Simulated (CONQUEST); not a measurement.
Au:

```
Au
1.0
     2.87792    0.00000    0.00000
     0.00000    2.87792    0.00000
     0.00000    0.00000    4.07000
Au
2
Direct
  0.00000 0.00000 0.00000
  0.50000 0.50000 0.50000
```

| Quantity | Value |
| --- | --- |
| Program | CONQUEST 1.3 |
| Task | single point |
| Functional | PBE |
| Potentials or basis | PseudoDojo NC PBE, DZP, grid cutoff 120 Ha |
| k mesh | 9 × 9 × 7 |
| Occupations | fermi-dirac, width 0.05 eV |
| Spin | no spin polarisation |

On this cell: pressure 11.5 GPa; largest force zero by symmetry; band gap on the k mesh none (metal or under the smearing width).

The same run follows on a disturbed copy (atoms of the box moved at random, drawn with an rms of 0.05 Å):

```
Au
1.0
     2.87792    0.00000    0.00000
     0.00000    2.87792    0.00000
     0.00000    0.00000    4.07000
Au
2
Direct
  0.00014 0.01723 0.01210
  0.51273 0.47786 0.48798
```

**Question.** What does the disturbed cell give?

**Answer.** The energy (extrapolated to zero smearing) moves by +40.5 meV/atom; pressure 13.4 GPa; largest force 1.199 eV/Å; band gap on the k mesh none (metal or under the smearing width).

Forces on the atoms (eV/Å):
```
Au   0.148 -0.442 -1.101
Au  -0.146  0.451  1.101
```

Caveats: the box holds several primitive cells, so bands are folded and the points are those of the box's own zone; the basis of atomic orbitals isn't converged, which shifts pressures, moduli and gaps; the real-space grid breaks the cell's symmetry a little (some runs).
